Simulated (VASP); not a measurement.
# H4C19 in VASP: a series of runs

The runs below take H4C19 through single point, molecular dynamics, with PBE+D3(BJ).

All numbers are computed with VASP 6.6.1; they aren't measurements. Logs are shortened: lines on timing, memory, paths and dates and some standing lists are left out, and cuts for length are marked.

### Step 1. The structure

The cell holds a slab with vacuum, 23 atoms: a = 7.398 Å, b = 7.398 Å, c = 11.000 Å, α = 90.00°, β = 90.00°, γ = 120.00°.

The cell was built by a generator and needn't be a form met in nature.

### Step 2. Single point, PBE+D3(BJ)

Input file INCAR:

```
SYSTEM = H4C19
PREC = Accurate
ENCUT = 520
EDIFF = 1E-7
ISMEAR = -1
SIGMA = 0.02
LREAL = Auto
LASPH = .True.
NELM = 100
ALGO = Normal
ISIF = 2
LWAVE = .False.
LCHARG = .False.
GGA = PE
IVDW = 12
NBANDS = 57
```

Input file KPOINTS:

```
regular mesh
0
Gamma
  2 2 1
  0 0 0
```

Input file POSCAR:

```
H4C19
1.0
    7.3980000000      0.0000000000      0.0000000000
   -3.6990000000      6.4068560000      0.0000000000
    0.0000000000      0.0000000000     11.0000000000
C H
19 4
Direct
    0.0011692384      0.0009909258      0.0658583503
    0.2223844325      0.1115949185      0.0657889751
   -0.0006650052      0.3346645011      0.0656262029
    0.2242081539      0.4470997546      0.0655675299
    0.0015230519      0.6698535272      0.0646469796
    0.2220417757      0.7801075672      0.0644809384
    0.3326547355      0.0012752422      0.0652281148
    0.5575229137      0.1137335224      0.0656428642
    0.3347977069      0.3364899620      0.0659149352
    0.5554139269      0.4468027180      0.0658157232
    0.3344756684      0.6676941511      0.0650929889
    0.5556841966      0.7782763920      0.0656060728
    0.6681237815      0.0031566350      0.0657709826
    0.8887421483      0.1134615756      0.0659651577
    0.6678553621      0.3343599071      0.0656666546
    0.8890662635      0.4449841873      0.0652584166
    0.6660180029      0.6679867528      0.0657477805
    0.8908979117      0.7804055968      0.0654152285
    0.1377862643      0.7354107789      0.3754233238
    0.1440571974      0.8760800466      0.3388591621
   -0.0052188292      0.5976557485      0.3441076286
    0.2732511756      0.7268756207      0.3430776897
    0.1390817267      0.7409698688      0.4748931001
```

Potentials or basis: VASP PAW PBE potentials, release 64 (C, H).

Launch:

```bash
cat potpaw_PBE.64/C/POTCAR potpaw_PBE.64/H/POTCAR > POTCAR
mpirun -np 1 vasp_std > vasp.out
```

OUTCAR:

```text
SYSTEM = H4C19
   PREC = Accurate
   ENCUT = 520
   EDIFF = 1E-7
   ISMEAR = -1
   LREAL = Auto
   LASPH = .True.
   NELM = 100
   ISIF = 2
   GGA = PE
   IVDW = 12
 IVDW          = 12

 ion  position               nearest neighbor table
   1  0.001  0.001  0.066-  18 1.41   2 1.42  14 1.44
   2  0.222  0.112  0.066-   7 1.41   1 1.42   9 1.44
   3  0.999  0.335  0.066-  16 1.41  14 1.42   4 1.44
   4  0.224  0.447  0.066-  11 1.41   9 1.42   3 1.44
   5  0.002  0.670  0.065-   6 1.41  18 1.42  16 1.44
   6  0.222  0.780  0.064-   5 1.41   7 1.42  11 1.44
[... 10 lines left out ...]
  17  0.666  0.668  0.066-  12 1.41  10 1.42  18 1.44
  18  0.891  0.780  0.065-   1 1.41   5 1.42  17 1.44
  19  0.138  0.735  0.375-  22 1.09  21 1.09  23 1.09  20 1.09
  20  0.144  0.876  0.339-  19 1.09
  21  0.995  0.598  0.344-  19 1.09
  22  0.273  0.727  0.343-  19 1.09
  23  0.139  0.741  0.475-  19 1.09

  LATTYP: Found a hexagonal cell.
 ALAT       =     7.3980000000
 C/A-ratio  =     1.4868883482

  Lattice vectors:

 A1 = (   7.3980000000,   0.0000000000,   0.0000000000)
 A2 = (  -3.6990000000,   6.4068560000,   0.0000000000)
 A3 = (   0.0000000000,   0.0000000000,  11.0000000000)

Analysis of symmetry for initial positions (statically):
=====================================================================
 Subroutine PRICEL returns:
 Original cell was already a primitive cell.

 Routine SETGRP: Setting up the symmetry group for a
 hexagonal supercell.

 Subroutine GETGRP returns: Found  1 space group operations
 (whereof  1 operations were pure point group operations)
 out of a pool of 24 trial point group operations.

The static configuration has the point symmetry C_1 .

Analysis of symmetry for dynamics (positions and initial velocities):
=====================================================================
 Subroutine PRICEL returns:
 Original cell was already a primitive cell.

 Routine SETGRP: Setting up the symmetry group for a
 hexagonal supercell.

 Subroutine GETGRP returns: Found  1 space group operations
 (whereof  1 operations were pure point group operations)
 out of a pool of 24 trial point group operations.

The dynamic configuration has the point symmetry C_1 .

 Subroutine INISYM returns: Found  1 space group operations
 (whereof  1 operations are pure point group operations),
 and found     1 'primitive' translations

----------------------------------------------------------------------------------------

                                     Primitive cell

  volume of cell :     521.3771

  direct lattice vectors                    reciprocal lattice vectors
     7.398000000  0.000000000  0.000000000     0.135171668  0.078041398  0.000000000
    -3.699000000  6.406856000  0.000000000     0.000000000  0.156082796  0.000000000
     0.000000000  0.000000000 11.000000000     0.000000000  0.000000000  0.090909091

  length of vectors
     7.398000000  7.398000054 11.000000000     0.156082797  0.156082796  0.090909091

  position of ions in fractional coordinates (direct lattice)
     0.001169238  0.000990926  0.065858350
     0.222384433  0.111594919  0.065788975
     0.999334995  0.334664501  0.065626203
     0.224208154  0.447099755  0.065567530
     0.001523052  0.669853527  0.064646980
     0.222041776  0.780107567  0.064480938
[... 15 lines left out ...]
     0.273251176  0.726875621  0.343077690
     0.139081727  0.740969869  0.474893100

  ion indices of the primitive-cell ions
   primitive index   ion index
                 1           1
                 2           2
                 3           3
                 4           4
                 5           5
                 6           6
[... 15 lines left out ...]
                22          22
                23          23

----------------------------------------------------------------------------------------

 KPOINTS: regular mesh

Automatic generation of k-mesh.
 Grid dimensions read from file:
 generate k-points for:    2    2    1

 Generating k-lattice:

  Cartesian coordinates                     Fractional coordinates (reciprocal lattice)
     0.067585834  0.039020699  0.000000000     0.500000000 -0.000000000  0.000000000
     0.000000000  0.078041398  0.000000000     0.000000000  0.500000000  0.000000000
     0.000000000  0.000000000  0.090909091     0.000000000  0.000000000  1.000000000

  Length of vectors
     0.078041399  0.078041398  0.090909091

  Shift w.r.t. Gamma in fractional coordinates (k-lattice)
     0.000000000  0.000000000  0.000000000

 Subroutine IBZKPT returns following result:
 ===========================================

 Found      4 irreducible k-points:

 Following reciprocal coordinates:
            Coordinates               Weight
  0.000000  0.000000  0.000000      1.000000
  0.500000 -0.000000  0.000000      1.000000
  0.000000  0.500000  0.000000      1.000000
  0.500000  0.500000  0.000000      1.000000
   k-points           NKPTS =      4   k-points in BZ     NKDIM =      4   number of bands    NBANDS=     57
   number of dos      NEDOS =    301   number of ions     NIONS =     23
   total plane-waves  NPLWV = 263424
   dimension x,y,z NGX =    56 NGY =   56 NGZ =   84
   dimension x,y,z NGXF=   112 NGYF=  112 NGZF=  168
   ions per type =              19   4
   NGX,Y,Z   is equivalent  to a cutoff of  12.58, 12.58, 12.70 a.u.
   NGXF,Y,Z  is equivalent  to a cutoff of  25.17, 25.17, 25.39 a.u.
 SYSTEM =  H4C19
   PREC   = accura    normal or accurate (medium, high low for compatibility)
   ISTART =      0    job   : 0-new  1-cont  2-samecut
   ICHARG =      2    charge: 1-file 2-atom 10-const
   ISPIN  =      1    spin polarized calculation?
   LNONCOLLINEAR =      F non collinear calculations
   LSORBIT =      F    spin-orbit coupling
   LASPH  =      T    aspherical Exc in radial PAW
   ENCUT  =  520.0 eV  38.22 Ry    6.18 a.u.  13.76 13.76 20.45*2*pi/ulx,y,z
   NELM   =    100;   NELMIN=  2; NELMDL= -5     # of ELM steps
   EDIFF  = 0.1E-06   stopping-criterion for ELM
   LREAL  =      T    real-space projection
   EDIFFG = 0.1E-05   stopping-criterion for IOM
   NSW    =      0    number of steps for IOM
   IBRION =     -1    ionic relax: 0-MD 1-quasi-New 2-CG
   NFREE  =      0    steps in history (QN), initial steepest desc. (CG)
   ISIF   =      2    stress and relaxation
   ISYM   =      2    0-nonsym 1-usesym 2-fastsym
   POTIM  = 0.5000    time-step for ionic-motion
   TEBEG  =    0.0;   TEEND  =   0.0 temperature during run
   PSTRESS=    0.0 pullay stress
   NELECT =      80.0000    total number of electrons
   NUPDOWN=      -1.0000    fix difference up-down
   EMIN   =  10.00;   EMAX   =-10.00  energy-range for DOS
   EFERMI =   0.00;   METHOD = LEGACY
   ISMEAR =    -1;   SIGMA  =   0.02  broadening in eV -4-tet -1-fermi 0-gaus
   EFERMI_NEDOS =   21; number of points for ismear=-14 and -15
   IALGO  =     38    algorithm
   IMIX   =      4    mixing-type and parameters
     AMIX     =   0.40;   BMIX     =  1.00
     AMIX_MAG =   1.60;   BMIX_MAG =  1.00
  volume/ion in A,a.u.               =      22.67       152.98
  Fermi-wavevector in a.u.,A,eV,Ry     =   0.876437  1.656226 10.451210  0.768142
  Thomas-Fermi vector in A             =   1.996247
   LORBIT       =      0    0 simple, 1 ext, 2 COOP (PROOUT), +10 PAW based schemes
   GGA     = PE    functional components
   LHFCALC =     F    Hartree Fock is set to
   AEXX    =    0.0000 exact exchange contribution
   IVDW    =    12    specifies the selected vdW correction
   LEPSILON=     F    determine dielectric tensor
   LRPA    =     F    only Hartree local field effects (RPA)
 non-spin polarized calculation
  energy-cutoff  :      520.00
  volume of cell :      521.38
 maximum number of plane-waves:     14099
 NGX is ok and might be reduce to    56
   NGX = 27   NGY = 27   NGZ = 41

 number of electron      79.9999996 magnetization

 Free energy of the ion-electron system (eV)
  ---------------------------------------------------
  ext. energy  EPLUGINS =         0.00000000
  ---------------------------------------------------
  free energy    TOTEN  =      -189.64282706 eV

  energy without entropy =     -189.64168150  energy(sigma->0) =     -189.64225428

 E-fermi :  -1.2717     XC(G=0):  -4.6410

 val. band max:       -1.3792292076   @ k =   0.0000   0.0000   0.0000
 cond. band min:      -1.1640630595   @ k =   0.0000   0.0000   0.0000
 fundamental gap:      0.2151661481
 Fermi energy:        -1.2717466993

 k-point     1 :       0.0000    0.0000    0.0000
  band No.  band energies     occupation
      1     -20.7939      2.00000
      2     -18.2930      2.00000
      3     -18.2926      2.00000
      4     -18.1764      2.00000
      5     -18.1763      2.00000
      6     -18.1583      2.00000
[... 44 lines left out ...]
     51       3.7932      0.00000
     52       4.7010      0.00000

 k-point     2 :       0.5000   -0.0000    0.0000
  band No.  band energies     occupation
      1     -20.1402      2.00000
      2     -20.1396      2.00000
      3     -18.8909      2.00000
      4     -18.8035      2.00000
      5     -16.3992      2.00000
      6     -16.3980      2.00000
[... 44 lines left out ...]
     51       4.4236      0.00000
     52       4.4561      0.00000

 k-point     3 :       0.0000    0.5000    0.0000
  band No.  band energies     occupation
      1     -20.1403      2.00000
      2     -20.1395      2.00000
      3     -18.8911      2.00000
      4     -18.8032      2.00000
      5     -16.3993      2.00000
      6     -16.3983      2.00000
[... 44 lines left out ...]
     51       4.4284      0.00000
     52       4.4482      0.00000

 k-point     4 :       0.5000    0.5000    0.0000
  band No.  band energies     occupation
      1     -20.1403      2.00000
      2     -20.1395      2.00000
      3     -18.8910      2.00000
      4     -18.8033      2.00000
      5     -16.3992      2.00000
      6     -16.3982      2.00000
[... 44 lines left out ...]
     51       4.4289      0.00000
     52       4.4484      0.00000
 [bands above 52 left out]

------------------------ aborting loop because EDIFF is reached ----------------------------------------

 Edisp (eV)   -1.79532

 E8    (eV) :    -0.5409

  FORCE on cell =-STRESS in cart. coord.  units (eV):
  Direction    XX          YY          ZZ          XY          YZ          ZX
  --------------------------------------------------------------------------------------
  -------------------------------------------------------------------------------------
  Total       1.09941     1.09720    -0.14959     0.00347    -0.00921    -0.00351
  in kB       3.37847     3.37166    -0.45969     0.01067    -0.02829    -0.01079
  external pressure =        2.10 kB  Pullay stress =        0.00 kB

 VOLUME and BASIS-vectors are now :
 -----------------------------------------------------------------------------
  energy-cutoff  :      520.00
  volume of cell :      521.38
      direct lattice vectors                 reciprocal lattice vectors
     7.398000000  0.000000000  0.000000000     0.135171668  0.078041398  0.000000000
    -3.699000000  6.406856000  0.000000000     0.000000000  0.156082796  0.000000000
     0.000000000  0.000000000 11.000000000     0.000000000  0.000000000  0.090909091

 POSITION                                       TOTAL-FORCE (eV/Angst)
 -----------------------------------------------------------------------------------
      0.00498      0.00635      0.72444        -0.002369      0.002475     -0.001895
      1.23241      0.71497      0.72368        -0.003504     -0.003414      0.000806
      6.15516      2.14415      0.72189         0.005210      0.004922      0.001324
      0.00487      2.86450      0.72124        -0.002342      0.005653      0.001665
     -2.46652      4.29166      0.71112        -0.010966     -0.002158      0.004471
     -1.24295      4.99804      0.70929         0.004795      0.001221      0.007346
[... 15 lines left out ...]
     -0.66720      4.65699      3.77385         0.042371     -0.003241     -0.010102
     -1.71192      4.74729      5.22382         0.000190      0.000672      0.029079
 -----------------------------------------------------------------------------------
    total drift:                                0.003729      0.005697      0.006748

  FREE ENERGIE OF THE ION-ELECTRON SYSTEM (eV)
  ---------------------------------------------------
  free  energy   TOTEN  =      -191.4381492580 eV

  energy  without entropy=     -191.4370037037  energy(sigma->0) =     -191.43757648
```

Wall time 2.9 min (1 thread of Intel Xeon Platinum 8488C (Sapphire Rapids), shared host); peak memory 0.57 GiB.

What came out:

```
Free energy                : -191.4381 eV
Largest force              : 0.044 eV/Å
Band gap on the k mesh     : 0.22 eV, direct
Dispersion energy per atom : -0.078 eV
```

Forces in eV/Å, atoms in the order of the input:
```
C   -0.002  0.002 -0.002
C   -0.004 -0.003  0.001
C    0.005  0.005  0.001
C   -0.002  0.006  0.002
C   -0.011 -0.002  0.004
C    0.005  0.001  0.007
C   -0.006 -0.010 -0.006
C    0.000 -0.001 -0.001
C    0.007  0.007 -0.003
C    0.004 -0.007 -0.004
C    0.002  0.004  0.000
C   -0.011 -0.012  0.003
C    0.005 -0.004 -0.002
C    0.003  0.002 -0.005
C    0.005  0.003  0.004
C    0.002  0.005  0.001
C    0.000  0.004 -0.004
C    0.005  0.005 -0.002
C   -0.006  0.000  0.011
H   -0.021  0.032 -0.015
H   -0.021 -0.034 -0.011
H    0.042 -0.003 -0.010
H    0.000  0.001  0.029
```

Levels at points of the mesh, in eV from the valence-band top:
```tsv
k point	band 38	band 39	band 40	band 41	band 42	band 43
(0.00, 0.00, 0.00)	-2.93	0.00	0.00	0.22	0.22	3.05
(0.50, 0.00, 0.00)	-2.52	-2.52	-2.25	1.78	2.59	2.59
(0.00, 0.50, 0.00)	-2.52	-2.52	-2.25	1.79	2.59	2.59
(0.50, 0.50, 0.00)	-2.53	-2.52	-2.25	1.79	2.59	2.59
```

Caveat: the k mesh is coarse (spacing up to 0.49 Å⁻¹), so the values aren't converged.

### Step 3. Single point, PBE+D3(BJ)

Input file INCAR:

```
SYSTEM = H4C19
PREC = Accurate
ENCUT = 520
EDIFF = 1E-7
ISMEAR = -1
SIGMA = 0.02
LREAL = Auto
LASPH = .TRUE.
NELM = 100
ALGO = Fast
ISIF = 2
LWAVE = .FALSE.
LCHARG = .FALSE.
GGA = PE
IVDW = 12
NBANDS = 57
```

Input file KPOINTS:

```
Automatic mesh
0
G
  2 2 1
  0 0 0
```

Input file POSCAR:

```
H4C19
1.0
    7.3980000000      0.0000000000      0.0000000000
   -3.6990000000      6.4068560000      0.0000000000
    0.0000000000      0.0000000000     11.0000000000
C H
19 4
Direct
   -0.0024407253     -0.0093961843      0.0706363636
    0.2185265564      0.1032331615      0.0696181818
    0.0081966298      0.3331275122      0.0692090909
    0.2269640959      0.4509544151      0.0675818182
   -0.0019392303      0.6660052918      0.0711545455
    0.2192638566      0.7794306599      0.0693636364
    0.3389155935      0.0033245636      0.0639454545
    0.5608553418      0.1237112244      0.0609090909
    0.3289309530      0.3318008084      0.0639727273
    0.5497221014      0.4447267115      0.0663363636
    0.3397324256      0.6780861003      0.0632909091
    0.5626901330      0.7928849969      0.0624818182
    0.6774587009      0.0172315407      0.0654909091
    0.8960538323      0.1104910115      0.0648454545
    0.6680724671      0.3415247666      0.0589818182
    0.8887237495      0.4403563932      0.0608636364
    0.6688370358      0.6698449286      0.0604272727
    0.8847016406      0.7713767876      0.0620090909
    0.1219577376      0.7240993086      0.3820909091
    0.1185534282      0.8419730364      0.3234181818
   -0.0261453559      0.5788798749      0.3700363636
    0.2444800853      0.6963946123      0.3470090909
    0.1485468414      0.7713299628      0.4758454545
```

Potentials or basis: VASP PAW PBE potentials, release 64 (C, H).

Launch:

```bash
cat potpaw_PBE.64/C/POTCAR potpaw_PBE.64/H/POTCAR > POTCAR
mpirun -np 1 vasp_std > vasp.out
```

Wall time 3 min (1 thread of Intel Xeon Platinum 8488C (Sapphire Rapids), shared host); peak memory 0.55 GiB.

Results (log left out):

```
Free energy                : -190.7086 eV
Largest force              : 2.052 eV/Å
Band gap on the k mesh     : 0.15 eV, direct
Dispersion energy per atom : -0.078 eV
```

Forces on the atoms (eV/Å):
```
C    0.360  1.641 -0.679
C   -0.450  1.536 -0.450
C   -1.382  0.955 -0.771
C   -0.055 -0.249 -0.253
C    1.324 -0.819 -1.033
C    1.002  0.265 -0.326
C   -0.620  0.017  0.460
C    0.124 -2.020  0.132
C    1.014  0.123  0.790
C    0.359  0.698 -1.006
C    0.329 -0.865  0.504
C    0.015 -1.573 -0.026
C    0.067 -1.620 -0.575
C   -0.770  0.525  0.697
C    0.560 -0.082  0.393
C    0.015  1.177  0.937
C   -2.021  0.008  0.358
C    0.134  0.274  0.823
C    0.043 -0.294 -1.015
H   -0.071  0.159  0.174
H   -0.128 -0.103  0.154
H    0.158  0.044  0.133
H   -0.010  0.203  0.578
```

Levels at points of the mesh, in eV from the valence-band top:
```tsv
k point	band 37	band 38	band 39	band 40	band 41	band 42	band 43	band 44
(0.00, 0.00, 0.00)	-3.14	-2.74	-0.02	0.00	0.15	0.18	3.01	4.35
(0.50, 0.00, 0.00)	-2.57	-2.54	-2.52	-2.16	1.57	2.50	2.53	2.62
(0.00, 0.50, 0.00)	-2.57	-2.53	-2.43	-2.31	1.83	2.45	2.47	2.60
(0.50, 0.50, 0.00)	-2.62	-2.56	-2.43	-2.26	1.75	2.39	2.51	2.64
```

Caveat: the k mesh is coarse (spacing up to 0.49 Å⁻¹), so the values aren't converged. As with any semilocal functional, this PBE gap is likely too small.

(Continued in part 2 of 2.)
